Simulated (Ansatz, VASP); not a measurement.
CdSe in VASP and in Ansatz

INCAR

```
PREC = Accurate
ENCUT = 520
EDIFF = 1E-6
ISMEAR = -1
SIGMA = 0.02
LREAL = F
LASPH = T
NELM = 100
ALGO = Normal
ISIF = 2
LWAVE = F
LCHARG = T
GGA = PE
LELF = T
LVHAR = T
NBANDS = 16
```

Contents of KPOINTS:

```
Automatic mesh
0
Gamma
  8 8 8
```

Contents of POSCAR:

```
CdSe
1.0
   -0.1549330310      3.0367862850      3.0367862850
    3.0367862850     -0.1549330310      3.0367862850
    3.0367862850      3.0367862850     -0.1549330310
Cd Se
1 1
Direct
   -0.0050426890     -0.0050426890     -0.0050426890
    0.2550426890      0.2550426890      0.2550426890
```

Input for Ansatz:

```yaml
crystal:
  lattice:
    - [-0.154933031, 3.036786285, 3.036786285]
    - [3.036786285, -0.154933031, 3.036786285]
    - [3.036786285, 3.036786285, -0.154933031]
  atoms:
    - { symbol: Cd, position: [-0.005042689, -0.005042689, -0.005042689] }
    - { symbol: Se, position: [0.255042689, 0.255042689, 0.255042689] }
kpoints:
  mp_grid: { grid: [8, 8, 8] }
  band_path:
    path:
      - [0.0, 0.0, 0.0]
      - [-0.5, -0.5, 0.0]
      - [-0.375, -0.375, 0.25]
      - [-0.375, 0.0, 0.375]
      - [0.0, 0.0, 0.5]
      - [-0.5, -0.25, 0.25]
      - [-0.028646, 0.005208, 0.020833]
    npoints: 1
hamiltonian:
  xc: pbe
scf:
  occupations: { method: fermi_dirac, width: 0.02 }
  n_extra_bands: 4
output:
  forces: true
  stress: true
  eigenvalues: true
```

Change from the starting cell: epitaxial_111 strain +4.0%.

Alike in both runs: task single point; functional PBE; k mesh 8 × 8 × 8; occupations fermi-dirac, width 0.02 eV; no spin polarisation.

```csv
,VASP,Ansatz
version,VASP 6.6.1,Ansatz 0.2.0
potentials or method,"VASP PAW PBE potentials, release 64 (Cd, Se)","plane waves, PAW"
plane-wave cutoff (eV),520,420
valence electrons in the cell,18,36
```

```tsv
	VASP	Ansatz	Ansatz less VASP
pressure (GPa)	-0.5	-0.7	-0.23
largest component of the traceless stress (GPa)	1.03	1.02	-0.009
rms of the force components (eV/Å)	0.008	0.004	-0.0045
```

Atom by atom the forces differ by 0.005 eV/Å (rms over components). The two sets of potentials don't hold the same shells in valence.
